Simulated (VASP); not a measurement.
Crystal: InPd.

```
In Pd
1.0
     3.27188    0.00000    0.00000
     0.00000    3.27188    0.00000
     0.00000    0.00000    3.27188
In Pd
1 1
Direct
  0.00000 0.00000 0.00000
  0.50000 0.50000 0.50000
```

The cell comes from a database or a generator and needn't be the stable form of this composition.

```yaml
Program: VASP 6.6.1
Task: relaxation of cell and atoms
Functional: BEEF-vdW
Potentials_or_basis: VASP PAW PBE potentials, release 64 (In_d, Pd)
Cutoff: 600 eV
k_mesh: 8 × 8 × 8
Occupations: fermi-dirac, width 0.05 eV
Spin: no spin polarisation
```

At the start: pressure 6.3 GPa; volume 17.51 Å³/atom.

Where does the relaxation end?

Over 3 steps the energy falls by 17.9 meV/atom and the volume is 18.49 Å³/atom (+5.6 %); space group Pm-3m (No. 221, to 0.05 Å).

Step by step:
```csv
step,energy change (eV),largest force (eV/Å),pressure (GPa),volume (Å³)
1,0.0000,0.0000,6.34,35.03
2,-0.0150,0.0000,-3.63,38.66
3,-0.0359,0.0000,-0.03,36.97
```

Final structure:
```
In Pd
1.0
     3.33135    0.00000    0.00000
     0.00000    3.33135    0.00000
     0.00000    0.00000    3.33135
In Pd
1 1
Direct
  0.00000 0.00000 0.00000
  0.50000 0.50000 0.50000
```

Caveat: the PAW data sets were made with another functional, which shifts forces and pressure a little.
